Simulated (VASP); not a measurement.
## BeTe: density of states with LDA

Crystal: BeTe.

```
Be Te
1.0
     0.00000    2.77000    2.77000
     2.77000    0.00000    2.77000
     2.77000    2.77000    0.00000
Be Te
1 1
Direct
  0.00000 0.00000 0.00000
  0.25000 0.25000 0.25000
```

```json
{
  "Program": "VASP 6.6.1",
  "Task": "density of states",
  "Functional": "LDA",
  "Potentials or basis": "VASP PAW LDA potentials, release 64 (Be, Te)",
  "Cutoff": "520 eV",
  "k mesh": "6 × 6 × 6",
  "Occupations": "gaussian, width 0.01 eV",
  "Spin": "no spin polarisation",
  "Dipole correction": "no",
  "k mesh for the DOS": "9 × 9 × 9",
  "Occupations for the DOS": "tetrahedron",
  "Further INCAR settings": "ALGO = Normal; EDIFF = 1e-07"
}
```

```
Valence electrons inside the program's atomic spheres : Be 0.99; Te 3.55
```

Levels at points of the mesh, in eV from the valence-band top:
| k point | band 1 | band 2 | band 3 | band 4 | band 5 | band 6 | band 7 | band 8 |
| --- | --- | --- | --- | --- | --- | --- | --- | --- |
| (0.00, 0.00, 0.00) | -12.65 | 0.00 | 0.00 | 0.00 | 3.54 | 3.54 | 3.54 | 4.09 |

States per cell in windows of 1 eV (zero at the valence-band top; states under -8 eV left out):
| from (eV) | total | Te2_p | Be1_p | Te2_d | Be1_s | Te2_s | Be1_d |
| --- | --- | --- | --- | --- | --- | --- | --- |
| -8.0 | 0.00 | 0.00 | 0.00 | 0.00 | 0.00 | 0.00 | 0.00 |
| -7.0 | 0.00 | 0.00 | 0.00 | 0.00 | 0.00 | 0.00 | 0.00 |
| -6.0 | 0.75 | 0.22 | 0.03 | 0.00 | 0.10 | 0.01 | 0.00 |
| -5.0 | 0.90 | 0.27 | 0.03 | 0.00 | 0.12 | 0.03 | 0.00 |
| -4.0 | 1.13 | 0.38 | 0.10 | 0.01 | 0.05 | 0.02 | 0.00 |
| -3.0 | 1.56 | 0.58 | 0.19 | 0.01 | 0.03 | 0.01 | 0.00 |
| -2.0 | 1.30 | 0.55 | 0.17 | 0.01 | 0.01 | 0.01 | 0.00 |
| -1.0 | 0.36 | 0.17 | 0.04 | 0.00 | 0.00 | 0.00 | 0.00 |
| 0.0 | 0.00 | 0.00 | 0.00 | 0.00 | 0.00 | 0.00 | 0.00 |
| 1.0 | 0.01 | 0.00 | 0.00 | 0.00 | 0.00 | 0.00 | 0.00 |
| 2.0 | 0.39 | 0.01 | 0.05 | 0.04 | 0.02 | 0.02 | 0.00 |
| 3.0 | 1.73 | 0.07 | 0.26 | 0.17 | 0.13 | 0.09 | 0.00 |
| 4.0 | 1.60 | 0.15 | 0.26 | 0.17 | 0.10 | 0.04 | 0.00 |
| 5.0 | 1.33 | 0.14 | 0.24 | 0.14 | 0.07 | 0.04 | 0.00 |
| 6.0 | 1.19 | 0.15 | 0.24 | 0.12 | 0.06 | 0.03 | 0.00 |
| 7.0 | 1.35 | 0.20 | 0.27 | 0.14 | 0.06 | 0.02 | 0.00 |

It took 14 s on 1 thread of Intel(R) Xeon(R) Platinum 8259CL CPU @ 2.50GHz (Skylake/Cascade Lake), with other jobs on the host, peak memory 0.15 GiB.

Spin-orbit coupling is left out, which matters for the levels of Te.
